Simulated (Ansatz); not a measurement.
## SnTe under changes of volume

One of the cells (31.281 Å³/atom); the others are scaled copies at fixed shape and fractional positions:

```
Te Sn
1.0
     0.00000    3.15085    3.15085
     3.15085    0.00000    3.15085
     3.15085    3.15085    0.00000
Te Sn
1 1
Direct
  0.50000 0.50000 0.50000
  0.00000 0.00000 0.00000
```

```yaml
Program: Ansatz 0.2.0
Functional: PBEsol
Potentials_or_basis: Ansatz PAW
Cutoff: "420 eV (not typed: the program's choice for these potentials)"
k_mesh: 7 × 7 × 7
Occupations: fermi-dirac, width 0.05 eV
Spin: no spin polarisation
```

```tsv
volume (Å³/atom)	energy over the lowest point (meV/atom)	pressure (GPa)
29.404	13.36	2.8
30.030	?	?
30.656	0.35	0.6
31.281	0.00	-0.4
31.907	3.17	-1.2
32.532	9.51	-2.0
33.158	18.68	-2.7
```

What does the run at 30.030 Å³/atom give?

Energy over the lowest point 4.66 meV/atom; pressure 1.6 GPa.

Worked out: A Birch-Murnaghan fit of order 3 (a polynomial in V^(-2/3)) to the other rows has its minimum at 31.02 Å³/atom with B0 = V·E''(V) = 47 GPa and B' = 4.5. It gives 4.65 meV/atom at 30.030 Å³/atom, against the run's 4.66, and -dE/dV = 1.6 GPa, against 1.6.

Energies are extrapolated to zero smearing.

Caveats: the PAW data sets come from PBE, with cores solved anew for the run's functional, which leaves a small shift of forces and pressure.
